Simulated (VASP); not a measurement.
VASP 6.6.1 run: BaHfO$_{3}$

INCAR

```
SIGMA = 0.01
NBANDS = 27
LREAL = .FALSE.
IBRION = -1
NELM = 120
ISMEAR = -5
MAGMOM = -3 3 3 -3 -3
PREC = Accurate
LWAVE = .FALSE.
GGA = PE
ISPIN = 2
ISIF = 2
EDIFF = 0.0001
ENCUT = 520
LCHARG = .FALSE.
LASPH = .TRUE.
NSW = 0
```

KPOINTS

```
KPOINTS created by Atomic Simulation Environment
0
Gamma
6 6 6
0 0 0
```

POSCAR

```
Ba Hf O
 1.0000000000000000
     4.2605999463000002    0.0000000000000000    0.0000000000000000
     0.0000000000000000    4.2605999463000002    0.0000000000000000
     0.0000000000000000    0.0000000000000000    4.2605999463000002
 Ba  Hf  O
   1   1   3
Cartesian
  0.0000000000000000  0.0000000000000000  0.0000000000000000
  2.1302999731500001  2.1302999731500001  2.1302999731500001
  2.1302999731500001  2.1302999731500001  0.0000000000000000
  2.1302999731500001  0.0000000000000000  2.1302999731500001
  0.0000000000000000  2.1302999731500001  2.1302999731500001
```

The recommended PBE PAW datasets give the neutral cell 38 valence electrons.

Command

```
mpirun -np 1 vasp_std
```

OSZICAR

```
N       E                     dE             d eps       ncg     rms          rms(c)
DAV:   1     0.224260599584E+03    0.22426E+03   -0.20377E+04  4320   0.133E+03
DAV:   2    -0.257345280172E+02   -0.25000E+03   -0.24303E+03  5286   0.313E+02
DAV:   3    -0.385076902974E+02   -0.12773E+02   -0.12712E+02  5745   0.667E+01
DAV:   4    -0.387200109140E+02   -0.21232E+00   -0.21209E+00  5980   0.803E+00
DAV:   5    -0.387250138786E+02   -0.50030E-02   -0.50026E-02  5738   0.853E-01    0.615E+01
DAV:   6    -0.430734623456E+02   -0.43484E+01   -0.33618E+01  5041   0.331E+01    0.452E+01
DAV:   7    -0.435128035651E+02   -0.43934E+00   -0.27601E+00  5220   0.928E+00    0.314E+01
DAV:   8    -0.435165132857E+02   -0.37097E-02   -0.54829E-01  5113   0.511E+00    0.913E+00
DAV:   9    -0.435008182518E+02    0.15695E-01   -0.85067E-02  5652   0.194E+00    0.206E+00
DAV:  10    -0.434983093828E+02    0.25089E-02   -0.14459E-02  5138   0.760E-01    0.610E-01
DAV:  11    -0.434979280685E+02    0.38131E-03   -0.35845E-03  5408   0.364E-01    0.205E-01
DAV:  12    -0.434980341438E+02   -0.10608E-03   -0.22409E-04  4839   0.102E-01    0.583E-02
DAV:  13    -0.434980636718E+02   -0.29528E-04   -0.18392E-05  2695   0.292E-02
   1 F= -.43498064E+02 E0= -.43498064E+02  d E =0.000000E+00  mag=    -0.0000
```

It converged. Results: pressure -6.1 GPa; magnetic moment of the cell 0.00 μB.

For comparison, a separate PBE run of the intended cell, on usual settings and not on those above, gives a gap of 3.45 eV on its mesh and a pressure of -6.1 GPa.

The run above took about 78 s on one core of a shared host (Intel Xeon Platinum 8488C) and held 0.29 GiB at most.
